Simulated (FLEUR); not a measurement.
# Ge (Cmmm) in FLEUR: convergence with Kmax

Aim: find how far Kmax must go before the results for Ge settle, at LDA. This setting moves, with any that are tied to it; all else stays.

All numbers are computed with FLEUR MaX-R8.1 (later development tree); they aren't measurements. Logs are shortened: lines on timing, memory, paths and dates and some standing lists are left out, and cuts for length are marked.

### 1 The structure

It takes space group Cmmm (No. 65, orthorhombic). The conventional cell has a = 2.794 Å, b = 5.201 Å, c = 2.698 Å, α = 90.00°, β = 90.00°, γ = 90.00°. Around Ge (site symmetry mmm) lie 8 Ge at 2.70 to 2.95 Å.

This isn't the form of Ge at room conditions, which is diamond.

### 2 With Kmax 2.6

The input, inp.xml:

```xml
<?xml version="1.0" encoding="UTF-8" standalone="no"?>
<fleurInput fleurInputVersion="0.39">
   <comment>
      Ge                                                                                                  
   </comment>
   <calculationSetup>
      <cutoffs Kmax="2.6" Gmax="16.5" GmaxXC="16.5" numbands="0"/>
      <scfLoop itmax="60" minDistance="0.00001" maxIterBroyd="15" imix="Anderson" alpha="0.05" precondParam="0.0" spinf="2.0" sdNocoIR="T"/>
      <coreElectrons ctail="T" frcor="F" kcrel="0" coretail_lmax="0"/>
      <xcFunctional name="vwn" relativisticCorrections="F"/>
      <magnetism jspins="1"/>
      <soc l_soc="F" theta="0.0" phi="0.0" spav="F"/>
      <expertModes spex="0" secvar="F"/>
      <geometryOptimization l_f="T" forcealpha="1.0" forcemix="BFGS" epsdisp="0.0005" epsforce="0.0002"/>
      <ldaU l_linMix="F" mixParam="0.05" spinf="1.0"/>
   </calculationSetup>
   <cell>
      <bzIntegration valenceElectrons="22.0" mode="hist" fermiSmearingEnergy="0.00183747">
         <kPointListSelection listName="default-1"/>
         <!-- k-points included here -->
         <xi:include xmlns:xi="http://www.w3.org/2001/XInclude" href="kpts.xml"> </xi:include>
      </bzIntegration>
      <!-- symmetry operations included here -->
      <xi:include xmlns:xi="http://www.w3.org/2001/XInclude" href="sym.xml"> </xi:include>
      <bulkLattice scale="1.0">
         <bravaisMatrix>
            <row-1>    2.6402289652587654    -4.9142630226402932     0.0000000000000000</row-1>
            <row-2>    2.6402289652587654     4.9142630226402932     0.0000000000000000</row-2>
            <row-3>    0.0000000000000000     0.0000000000000000     5.0989176109055823</row-3>
         </bravaisMatrix>
      </bulkLattice>
   </cell>
   <atomSpecies>
      <species name="Germanium (Ge)" element="Ge" atomicNumber="32">
         <mtSphere radius="2.36" gridPoints="781" logIncrement="0.016"/>
         <atomicCutoffs lmax="9" lnonsphr="9"/>
         <electronConfig flipSpins="F">
            <coreConfig>(1s1/2) (2s1/2) (2p1/2) (2p3/2)</coreConfig>
            <valenceConfig>(3s1/2) (3p1/2) (3p3/2) (4s1/2) (3d3/2) (3d5/2) (4p1/2) (4p3/2)</valenceConfig>
            <stateOccupation state="(4p1/2)" spinUp="0.333333" spinDown="0.333333"/>
            <stateOccupation state="(4p3/2)" spinUp="0.666667" spinDown="0.666667"/>
         </electronConfig>
         <energyParameters s="4" p="4" d="3" f="4"/>
         <lo type="SCLO" l="0" n="3" eDeriv="0"/>
         <lo type="SCLO" l="1" n="3" eDeriv="0"/>
         <lo type="SCLO" l="1" n="3" eDeriv="1"/>
         <lo type="HELO" l="2" n="4" eDeriv="0"/>
         <lo type="HELO" l="2" n="4" eDeriv="1"/>
         <lo type="SCLO" l="3" n="4" eDeriv="2"/>
      </species>
   </atomSpecies>
   <atomGroups>
      <atomGroup species="Germanium (Ge)">
         <relPos label="                   1">1.000/2.000 1.000/2.000 .0000000000</relPos>
         <force calculate="T" relaxXYZ="TTT"/>
      </atomGroup>
   </atomGroups>
   <output dos="F" band="F" slice="F">
      <checks vchk="F" cdinf="F"/>
      <bandDOS minEnergy="-.5*Htr" maxEnergy="0.5*Htr" sigma="0.015" storeEVData="T"/>
      <vacuumDOS vacdos="F" integ="F" star="F" nstars="0" locx1="0.0" locy1="0.0" locx2="0.0" locy2="0.0" nstm="0" tworkf="0.0"/>
      <unfoldingBand unfoldBand="F" supercellX="1" supercellY="1" supercellZ="1"/>
      <plotting iplot="0" polar="F">
         <plot TwoD="T" vec1="  1.0  0.0  0.0" vec2="  0.0  1.0  0.0" vec3="  0.0  0.0  1.0" zero="  0.0  0.0  0.0" file="plot"/>
      </plotting>
      <chargeDensitySlicing numkpt="0" minEigenval="0.0" maxEigenval="0.0" nnne="0" pallst="F"/>
      <specialOutput eonly="F"/>
      <moessbauerParams electricFieldGradient="T" isomerShift="T" coreHyperfine="T" valenceHyperfine="T"/>
      <magneticCircularDichroism mcd="F" energyLo="-10.0" energyUp="0.0"/>
   </output>
  <!-- We include the file relax.xml here to enable relaxations (see documentation) -->
  <xi:include xmlns:xi="http://www.w3.org/2001/XInclude" href="relax.xml"> <xi:fallback/> </xi:include>
</fleurInput>
```

The input, crystal.txt:

```
Ge
&input cartesian=F /
1.3971490000  -2.6005160000  0.0000000000
1.3971490000  2.6005160000  0.0000000000
0.0000000000  0.0000000000  2.6982310000
1.8897261246
1.0 1.0 1.0

1
32 0.5000000000  0.5000000000  0.0000000000

&kpt div1=9 div2=9 div3=8 gamma=T /
```

Potentials or basis: all-electron, FLAPW.

On the command line:

```console
> inpgen -f crystal.txt -profile fastHighL
> # inp.xml edited to the form shown
> fleur_MPI
```

The program printed:

```text
Welcome to FLEUR        (www.flapw.de)
      MaX-Release 8.1          (www.max-centre.eu)

 ========== k-point set info ==========
 Selected k-point list: default-1
 k-point list type: mesh
 9 x 9 x 8
 Number of k points: 125

 ------------Calculation Setup---------------------------
 Number of MPI-tasks      :            1
 Number of PE/node        :            1
 Number of OMP-threads    :            1
 Most efficient MPI parallelization for:
           1           5          25         125
 Additional eigenvalue parallelization possible
 Number of basis functions:           86
 Approximate size of matrices (H+S) per k-point:         0.000 GB
 --------------------------------------------------------
 Iteration:     1   Distance:       5.44493417 me/bohr^3
 Iteration:     2   Distance:       4.99351395 me/bohr^3
 Iteration:     3   Distance:       1.81739221 me/bohr^3
 Iteration:     4   Distance:       0.18554512 me/bohr^3
 Iteration:     5   Distance:       0.18697334 me/bohr^3
 Iteration:     6   Distance:       0.02244470 me/bohr^3
 Iteration:     7   Distance:       0.01144004 me/bohr^3
 Iteration:     8   Distance:       0.00264585 me/bohr^3
 Iteration:     9   Distance:       0.00036534 me/bohr^3
 Iteration:    10   Distance:       0.00037104 me/bohr^3
 Iteration:    11   Distance:       0.00003080 me/bohr^3
 Iteration:    12   Distance:       0.00000392 me/bohr^3

 ********************************************************************
 Run finished successfully
 Stop message:
   Structural relaxation: Done
 ********************************************************************
```

out.xml (last iteration):

```text
<iteration numberForCurrentRun="   13" overallNumber="   13">
         <energyParameters units="Htr">
            <atomicEP atomType="1" spin="1" branch="4s" branchLowest="-5.73" branchHighest="0.69" value="-0.0708334273"/>
            <atomicEP atomType="1" spin="1" branch="4p" branchLowest="-3.80" branchHighest="1.31" value="0.1703090500"/>
            <atomicEP atomType="1" spin="1" branch="3d" branchLowest="-9.99" branchHighest="-0.63" value="-0.6422913334"/>
            <atomicEP atomType="1" spin="1" branch="4f" branchLowest="-9.99" branchHighest="3.16" value="0.5487300629"/>
            <loAtomicEP atomType="1" spin="1" branch="3s" branchLowest="-49.88" branchHighest="-5.73" value="-5.7259768703"/>
            <loAtomicEP atomType="1" spin="1" branch="3p" branchLowest="-43.58" branchHighest="-3.80" value="-3.8040368539"/>
            <loAtomicEP atomType="1" spin="1" branch="3p" branchLowest="-43.58" branchHighest="-3.80" value="-3.8040368539"/>
            <heloAtomicEP atomType="1" spin="1" branch="4d" branchLowest="1.83" branchHighest="1.83" value="1.8331132597"/>
            <heloAtomicEP atomType="1" spin="1" branch="4d" branchLowest="1.83" branchHighest="1.83" value="1.8331132597"/>
            <loAtomicEP atomType="1" spin="1" branch="4f" branchLowest="-9.99" branchHighest="3.16" value="0.5487321619"/>
         </energyParameters>
         <eigenvalues>
            <eigenvaluesAt spin="1" ikpt="1" k_x="0.00000000" k_y="0.00000000" k_z="0.00000000">
                      -5.7259662483       -3.8022941176       -3.8018303776       -3.8012280255       -0.6533478164
                      -0.6505087370       -0.6488981680       -0.6457095484       -0.6445887954       -0.2187605090
                       0.4970887219        0.5135806627        0.5687387914        0.6291256881        0.7149127339
                       0.8059958164        0.8074774366        0.8316296306
            </eigenvaluesAt>
            <eigenvaluesAt spin="1" ikpt="2" k_x="0.00000000" k_y="0.00000000" k_z="0.12500000">
                      -5.7259589876       -3.8022638629       -3.8018155441       -3.8012107595       -0.6516317446
                      -0.6499914645       -0.6481682494       -0.6450698084       -0.6444997664       -0.2074624306
                       0.3804615320        0.5243329387        0.5794093029        0.7092496733        0.7589287594
                       0.8162492439        0.8381672517        0.8425526669
            </eigenvaluesAt>
            <eigenvaluesAt spin="1" ikpt="3" k_x="0.00000000" k_y="0.00000000" k_z="0.25000000">
                      -5.7259630324       -3.8022753598       -3.8018413752       -3.8013174980       -0.6511079226
                      -0.6504935868       -0.6484293988       -0.6471279295       -0.6469681890       -0.1740026161
                       0.2338098761        0.5541150111        0.6090982286        0.7450080529        0.8165528336
                       0.8463693265        0.8743917820        0.9804268189
            </eigenvaluesAt>
            <eigenvaluesAt spin="1" ikpt="4" k_x="0.00000000" k_y="0.00000000" k_z="0.37500000">
                      -5.7259615565       -3.8022719250       -3.8018426375       -3.8013758319       -0.6503160357
                      -0.6486986968       -0.6484842546       -0.6482596284       -0.6479217981       -0.1218087720
                       0.1109231619        0.5937447340        0.6484015314        0.7926845337        0.8518435229
                       0.8925853187        0.9195959296        0.9327502755
            </eigenvaluesAt>
         </eigenvalues>
         <bandgap value="0.0295867233" units="eV"/>
         <sumValenceSingleParticleEnergies value="-40.5048777540" units="Htr"/>
         <FermiEnergy value="0.2576609242" units="Htr"/>
         <valenceDensity>
            <mtCharges spin="1">
               <mtCharge atomType="1" total="20.3246148" s="3.2725280" p="7.0305891" d="10.0108818" f="0.0090530"/>
            </mtCharges>
            <spinDependentCharge spin="1" total="22.0000000" interstitial="1.6753852" mtSpheres="20.3246148"/>
            <totalCharge value="22.0000000000"/>
         </valenceDensity>
         <coreStates atomType="     1" atomicNumber=" 32" spin="1" kinEnergy="   1814.2559269669" eigValSum="  -1164.3994580074" lostElectrons=" 0.000000">
            <state n="1" l="0" j="0.5" energy="-401.5436552441" weight="1.0000000000"/>
            <state n="2" l="0" j="0.5" energy="-49.8802929252" weight="1.0000000000"/>
            <state n="2" l="1" j="0.5" energy="-44.3712679494" weight="1.0000000000"/>
            <state n="2" l="1" j="1.5" energy="-43.2022564425" weight="2.0000000000"/>
         </coreStates>
         <allElectronCharges>
            <spinDependentCharge spin="1" total="32.0000000" interstitial="1.6753852" mtSpheres="30.3246148"/>
            <totalCharge value="32.0000000003"/>
         </allElectronCharges>
         <moessbauerParams unitsHFF="kG" unitsIS="e/bohr^3" unitsEFG="Htr/bohr^2">
            <coreIsomerShift atomType="1" isTotal="31298.87707">
               <shell n="1" l="0" isomerShift="28416.63183"/>
               <shell n="2" l="0" isomerShift="2857.10886"/>
               <shell n="2" l="1" isomerShift="25.13637"/>
            </coreIsomerShift>
            <isomerShift atomType="1" nucleusRadius="0.0000986" averageDensity="31771.60456"/>
            <electricFieldGradient atomType="1" VXX="0.02410" VYY="0.27374" VZZ="-0.29784" asymParam="0.83817">
            </electricFieldGradient>
         </moessbauerParams>
         <totalEnergy                                    value="    -2096.1545678161" units="Htr">
            <sumOfEigenvalues                            value="    -1204.9043357614">
               <coreElectrons value="-1164.3994580074"/>
               <valenceElectrons value="-40.5048777540"/>
            </sumOfEigenvalues>
            <densityCoulombPotentialIntegral value="-3242.2101607933"/>
            <densityEffectivePotentialIntegral value="-3343.9068403800"/>
            <chargeDenXCDenIntegral value="-76.7835177573"/>
            <FockExchangeEnergyValence value="0.0000000000"/>
            <FockExchangeEnergyCore value="0.0000000000"/>
            <atomTypeDependentContributions atomType="1">
               <electronNucleiInteractionDifferentMTs value="2522.5223551615"/>
               <MadelungTerm value="-14.7461191193"/>
            </atomTypeDependentContributions>
            <tkbTimesEntropy value="0.0002065839"/>
            <freeEnergy value="-2096.1547743999"/>
            <extrapolationTo0K value="-2096.1546711080"/>
         </totalEnergy>
         <totalForcesOnRepresentativeAtoms units="Htr/bohr">
            <forceTotal atomType="1" x="2.640229" y="0.000000" z="0.000000" F_x="0.00000000" F_y="0.00000000" F_z="0.00000000"/>
         </totalForcesOnRepresentativeAtoms>
      </iteration>
```

Run time: 22 s. Hardware: 1 thread of Arm Neoverse V2, shared host; peak memory 0.05 GiB.

Results:

| Item | Value |
| --- | --- |
| Free energy | -57039.2772 eV |
| Band gap on the k mesh | none (metal or under the smearing width) |
| Valence electrons inside the program's atomic spheres | Ge 20.32 (radii Ge 2.36 bohr) |

### 3 With Kmax 3

Changes to inp.xml since step 2:

```diff
@@ -6,3 +6,3 @@
    <calculationSetup>
-      <cutoffs Kmax="2.6" Gmax="16.5" GmaxXC="16.5" numbands="0"/>
+      <cutoffs Kmax="3.0" Gmax="16.5" GmaxXC="16.5" numbands="0"/>
       <scfLoop itmax="60" minDistance="0.00001" maxIterBroyd="15" imix="Anderson" alpha="0.05" precondParam="0.0" spinf="2.0" sdNocoIR="T"/>
```

crystal.txt is that of step 2.

Potentials or basis: all-electron, FLAPW.

On the command line:

```console
> inpgen -f crystal.txt -profile fastHighL
> # inp.xml edited to the form shown
> fleur_MPI
```

Run time: 25 s. Hardware: 1 thread of Arm Neoverse V2, shared host; peak memory 0.05 GiB.

What came out:

```
Free energy                                           : -57039.7361 eV
Band gap on the k mesh                                : none (metal or under the smearing width)
Valence electrons inside the program's atomic spheres : Ge 20.34 (radii Ge 2.36 bohr)
```

### 4 With Kmax 3.4

Changes to inp.xml since step 3:

```diff
@@ -6,3 +6,3 @@
    <calculationSetup>
-      <cutoffs Kmax="3.0" Gmax="16.5" GmaxXC="16.5" numbands="0"/>
+      <cutoffs Kmax="3.4" Gmax="16.5" GmaxXC="16.5" numbands="0"/>
       <scfLoop itmax="60" minDistance="0.00001" maxIterBroyd="15" imix="Anderson" alpha="0.05" precondParam="0.0" spinf="2.0" sdNocoIR="T"/>
```

crystal.txt is that of step 3.

On the command line:

```console
> inpgen -f crystal.txt -profile fastHighL
> # inp.xml edited to the form shown
> fleur_MPI
```

It took 27 s on 1 thread of Arm Neoverse V2, shared host; peak memory 0.05 GiB.

What came out:

```
Free energy                                           : -57039.8892 eV
Band gap on the k mesh                                : none (metal or under the smearing width)
Valence electrons inside the program's atomic spheres : Ge 20.34 (radii Ge 2.36 bohr)
```

### 5 With Kmax 3.8

Changes to inp.xml since step 4:

```diff
@@ -6,3 +6,3 @@
    <calculationSetup>
-      <cutoffs Kmax="3.4" Gmax="16.5" GmaxXC="16.5" numbands="0"/>
+      <cutoffs Kmax="3.8" Gmax="16.5" GmaxXC="16.5" numbands="0"/>
       <scfLoop itmax="60" minDistance="0.00001" maxIterBroyd="15" imix="Anderson" alpha="0.05" precondParam="0.0" spinf="2.0" sdNocoIR="T"/>
```

crystal.txt is that of step 4.

On the command line:

```console
> inpgen -f crystal.txt -profile fastHighL
> # inp.xml edited to the form shown
> fleur_MPI
```

It took 31 s on 1 thread of Arm Neoverse V2, shared host; peak memory 0.05 GiB.

What came out:

```
Free energy                                           : -57039.9330 eV
Band gap on the k mesh                                : none (metal or under the smearing width)
Valence electrons inside the program's atomic spheres : Ge 20.34 (radii Ge 2.36 bohr)
```

### 6 With Kmax 4.2

Changes to inp.xml since step 5:

```diff
@@ -6,3 +6,3 @@
    <calculationSetup>
-      <cutoffs Kmax="3.8" Gmax="16.5" GmaxXC="16.5" numbands="0"/>
+      <cutoffs Kmax="4.2" Gmax="16.5" GmaxXC="16.5" numbands="0"/>
       <scfLoop itmax="60" minDistance="0.00001" maxIterBroyd="15" imix="Anderson" alpha="0.05" precondParam="0.0" spinf="2.0" sdNocoIR="T"/>
```

crystal.txt is that of step 5.

Potentials or basis: all-electron, FLAPW.

On the command line:

```console
> inpgen -f crystal.txt -profile fastHighL
> # inp.xml edited to the form shown
> fleur_MPI
```

It took 42 s on 1 thread of Arm Neoverse V2, shared host; peak memory 0.05 GiB.

What came out:

- Free energy: -57039.9443 eV
- Band gap on the k mesh: none (metal or under the smearing width)
- Valence electrons inside the program's atomic spheres: Ge 20.34 (radii Ge 2.36 bohr)

### 7 With Kmax 4.6

Changes to inp.xml since step 6:

```diff
@@ -6,3 +6,3 @@
    <calculationSetup>
-      <cutoffs Kmax="4.2" Gmax="16.5" GmaxXC="16.5" numbands="0"/>
+      <cutoffs Kmax="4.6" Gmax="16.5" GmaxXC="16.5" numbands="0"/>
       <scfLoop itmax="60" minDistance="0.00001" maxIterBroyd="15" imix="Anderson" alpha="0.05" precondParam="0.0" spinf="2.0" sdNocoIR="T"/>
```

crystal.txt is that of step 6.

On the command line:

```console
> inpgen -f crystal.txt -profile fastHighL
> # inp.xml edited to the form shown
> fleur_MPI
```

Run time: 52 s. Hardware: 1 thread of Arm Neoverse V2, shared host; peak memory 0.05 GiB.

What came out:

```
Free energy                                           : -57039.9470 eV
Band gap on the k mesh                                : none (metal or under the smearing width)
Valence electrons inside the program's atomic spheres : Ge 20.34 (radii Ge 2.36 bohr)
```

### 8 With Kmax 5

Changes to inp.xml since step 7:

```diff
@@ -6,3 +6,3 @@
    <calculationSetup>
-      <cutoffs Kmax="4.6" Gmax="16.5" GmaxXC="16.5" numbands="0"/>
+      <cutoffs Kmax="5.0" Gmax="16.5" GmaxXC="16.5" numbands="0"/>
       <scfLoop itmax="60" minDistance="0.00001" maxIterBroyd="15" imix="Anderson" alpha="0.05" precondParam="0.0" spinf="2.0" sdNocoIR="T"/>
```

crystal.txt is that of step 7.

On the command line:

```console
> inpgen -f crystal.txt -profile fastHighL
> # inp.xml edited to the form shown
> fleur_MPI
```

Wall time 64 s (1 thread of Arm Neoverse V2, shared host); peak memory 0.06 GiB.

What came out:

| Item | Value |
| --- | --- |
| Free energy | -57039.9476 eV |
| Band gap on the k mesh | none (metal or under the smearing width) |
| Valence electrons inside the program's atomic spheres | Ge 20.34 (radii Ge 2.36 bohr) |

### 9 With Kmax 5.5

Changes to inp.xml since step 8:

```diff
@@ -6,3 +6,3 @@
    <calculationSetup>
-      <cutoffs Kmax="5.0" Gmax="16.5" GmaxXC="16.5" numbands="0"/>
+      <cutoffs Kmax="5.5" Gmax="16.5" GmaxXC="16.5" numbands="0"/>
       <scfLoop itmax="60" minDistance="0.00001" maxIterBroyd="15" imix="Anderson" alpha="0.05" precondParam="0.0" spinf="2.0" sdNocoIR="T"/>
```

crystal.txt is that of step 8.

Potentials or basis: all-electron, FLAPW.

On the command line:

```console
> inpgen -f crystal.txt -profile fastHighL
> # inp.xml edited to the form shown
> fleur_MPI
```

Wall time 87 s (1 thread of Arm Neoverse V2, shared host); peak memory 0.06 GiB.

What came out:

```yaml
Free_energy: -57039.9478 eV
Band_gap_on_the_k_mesh: none (metal or under the smearing width)
Valence_electrons_inside_the_program's_atomic_spheres: Ge 20.34 (radii Ge 2.36 bohr)
```

### 10 Result

```tsv
Kmax	energy less the tightest run, at zero smearing (meV/atom)	SCF cycles	CPU time (s)	peak memory (GiB)
2.6	670.58	13	22	0.05
3	211.70	13	25	0.05
3.4	58.53	13	27	0.05
3.8	14.73	13	31	0.05
4.2	3.46	13	41	0.05
4.6	0.77	13	52	0.05
5	0.16	13	64	0.06
5.5	0.00	13	87	0.06
```

Against the tightest run, the energy stays within 1 meV/atom from 4.6 on. The tightest run that finished is the yardstick and may itself not be fully converged.
